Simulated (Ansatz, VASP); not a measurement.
## PbSe: VASP beside Ansatz

```
CELL_PARAMETERS angstrom
3.76816 0.00000 0.00000
0.00000 3.76816 0.00000
0.00000 0.00000 3.76816
ATOMIC_POSITIONS crystal
Pb 0.00000 0.00000 0.00000
Se 0.50000 0.50000 0.50000
```

Alike in both runs: task single point; functional PBE; dispersion D4; k mesh 6 × 6 × 6; occupations fermi-dirac, width 0.02 eV; no spin polarisation.

```csv
,VASP,Ansatz
version,VASP 6.6.1,Ansatz 0.2.0
potentials or method,"VASP PAW PBE potentials, release 64 (Pb_d, Se)",plane waves
plane-wave cutoff (eV),520,420
valence electrons in the cell,20,30
```

Ansatz gave:

* pressure (GPa): -1.8
* dispersion energy (meV/atom): -426.3

Q: Estimate VASP's values.

A: Pressure (GPa): -1.8; dispersion energy (meV/atom): -426.1.

The two sets of potentials don't hold the same shells in valence.

Caveats: pairwise dispersion overbinds metals, which lowers pressure and volume. The runs have no spin-orbit coupling, so splittings on Pb are missing.
